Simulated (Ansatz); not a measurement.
CuO:

```
Cu O
1.0
     1.99097   -2.15355    0.00000
     1.99097    2.15355    0.00000
     0.00000    0.00000    5.15593
Cu O
2 2
Direct
  0.50000 0.00000 0.00000
  0.00000 0.50000 0.50000
  0.50000 0.50000 0.25000
  0.50000 0.50000 0.75000
```

Measurements of this composition are mostly on another form, of space group No. 15.

* Program: Ansatz 0.2.0
* Task: relaxation of cell and atoms
* Functional: PBE
* Potentials or basis: Ansatz PAW
* Cutoff: 420 eV (not typed: the program's choice for these potentials)
* k mesh: 9 × 9 × 5
* Occupations: fermi-dirac, width 0.05 eV
* Spin: no spin polarisation

At the start: volume 11.05 Å³/atom.

**Question.** Where does the relaxation end?

**Answer.** It ends after 11 steps and the volume is 11.20 Å³/atom (+1.3 %); space group P4_2/mmc (No. 131, to 0.05 Å).

Step by step:
```
step  energy change (eV)  largest force (eV/Å)  volume (Å³)
   1              0.0000                0.0000        44.21
   2             -0.0026                0.0000        44.49
   3             -0.0043                0.0000        44.83
   4             -0.0048                0.0000        44.74
   5             -0.0048                0.0000        44.74
   6             -0.0086                0.0000        44.74
   7             -0.0089                0.0000        44.79
   8             -0.0089                0.0000        44.80
   9             -0.0094                0.0000        44.80
  10             -0.0094                0.0000        44.80
  11             -0.0095                0.0000        44.80
```

Final structure:
```
Cu O
1.0
     2.08317   -2.08862    0.00000
     2.08317    2.08862    0.00000
     0.00000    0.00000    5.14853
Cu O
2 2
Cartesian
  1.0416 -1.0443 0.0000
  1.0416 1.0443 2.5743
  2.0832 0.0000 1.2871
  2.0832 0.0000 3.8614
```

Caveat: the plane-wave basis is chosen anew once the cell has moved, so the energies of steps on either side of that aren't comparable; the pressure holds a Pulay correction of +0.6 GPa for the finite cutoff; the run has no spin polarisation, though such a crystal can be magnetic.
